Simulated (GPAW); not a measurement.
CuO:

```
Cu O
1.0
     2.83633    0.00000    0.00000
    -1.41816    2.45633    0.00000
     0.00000    0.00000    2.76811
Cu O
1 1
Direct
  0.00000 0.00000 0.00000
  0.66667 0.33333 0.50000
```

Measurements of this composition are mostly on another form, of space group No. 15.

Base run:

```yaml
Program: GPAW 26.7.0
Functional: LDA
Potentials_or_basis: the program's PAW data sets (release 1.2.1) made for this functional
Cutoff: 800 eV
Basis: pw
k_mesh: 8 × 8 × 7
Occupations: fermi-dirac, width 0.05 eV
Spin: no spin polarisation
```

Its results: pressure -15.4 GPa.

**Question.** The run is repeated on the same cell with these changes: functional from LDA to revPBE. What comes out?

**Answer.** Pressure 5.1 GPa.

revPBE binds less tightly than LDA, so the same cell stands under more pressure.

Caveats: with this Cu data set, volumes or pressures lay over 1.5 % or 2 GPa off other programs in two to four cells of ten; an odd number of electrons without spin polarisation forces a metal; a magnetic or distorted state may lie lower; the run has no spin polarisation, though such a crystal can be magnetic.
